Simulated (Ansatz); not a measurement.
One element of this relaxed crystal is hidden as X:

```
cell (Å)
  4.089 0.000 0.000
  -2.044 3.541 0.000
  0.000 0.000 5.384
  Te 0.3333 0.6667 0.2533
  Te 0.6667 0.3333 0.7467
  X 0.0000 0.0000 0.0000
```

All-electron LAPW in Ansatz 0.2.0 under PBE, scalar-relativistic and without spin polarisation, finds it within 0.01 GPa of zero pressure, with a formation energy of -0.39 eV/atom from the elements, no gap. The structure needn't be the ground state.

**Question.** Which element is X?

**Answer.** Pt, which makes the crystal Te₂Pt. Other candidates weren't computed, and some may come near.
